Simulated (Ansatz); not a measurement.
The system is BeTe.

```xyz
2
Lattice="0.0000 2.7700 2.7700 2.7700 0.0000 2.7700 2.7700 2.7700 0.0000" Properties=species:S:1:pos:R:3 pbc="T T T"
Te    4.1550    4.1550    4.1550
Be    0.0000    0.0000    0.0000
```

* Program: Ansatz 0.2.0
* Task: relaxation of cell and atoms
* Functional: PBEsol
* Potentials or basis: all-electron LAPW, scalar-relativistic
* Basis error allowed: 0.001 eV/atom
* k mesh: 8 × 8 × 8
* Occupations: fermi-dirac, width 0.05 eV
* Spin: no spin polarisation

At the start: volume 21.25 Å³/atom.

**Question.** Where does the relaxation end?

**Answer.** Over 4 steps the energy falls by 5.1 meV/atom and the volume is 22.02 Å³/atom (+3.6 %); space group F-43m (No. 216, to 0.05 Å).

The path:
```
step  energy change (eV)  largest force (eV/Å)  volume (Å³)
   1              0.0000                0.0000        42.51
   2             -0.0094                0.0000        44.48
   3             -0.0103                0.0000        44.04
   4             -0.0103                0.0000        44.04
```

Final structure:
```yaml
crystal:
  lattice:
    - [0.00000, 2.80286, 2.80286]
    - [2.80286, 0.00000, 2.80286]
    - [2.80286, 2.80286, 0.00000]
  atoms:
    - { symbol: Te, position: [0.75000, 0.75000, 0.75000] }
    - { symbol: Be, position: [0.00000, 0.00000, 0.00000] }
```
